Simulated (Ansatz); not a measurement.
Space group Im-3m (No. 229). a = 2.959 Å, b = 2.959 Å, c = 2.959 Å, α = 90.00°, β = 90.00°, γ = 90.00°
```csv
atom,site,symmetry,x,y,z
V,2a,m-3m,0.0000,0.0000,0.0000
```

Equation of state of this V structure (not necessarily the ground state), with shape and atoms relaxed at each volume where symmetry leaves them free. It has no gap at any of these volumes. Computed with DFT PBEsol, scalar-relativistic, plane waves, PAW in Ansatz.

Cutoff 420 eV; k points 20×20×20 on the computed 1-atom cell (Γ-centred); Gaussian smearing, width 0.10 eV; no spin polarisation.

| V (Å³/atom) | E − E(largest V) (meV/atom) | P (GPa) |
| --- | --- | --- |
| 12.175 | 5.05 | 13.69 |
| 12.563 | -18.94 | 6.38 |
| 12.952 | -26.39 | 0.01 |
| 13.341 | -19.44 | -5.51 |
| 13.729 | 0.00 | -10.30 |

**Question.** Fit a third-order Birch–Murnaghan equation to E(V).

**Answer.** V0 = 12.95 Å³/atom, B0 = 197 GPa, B0' = 3.7.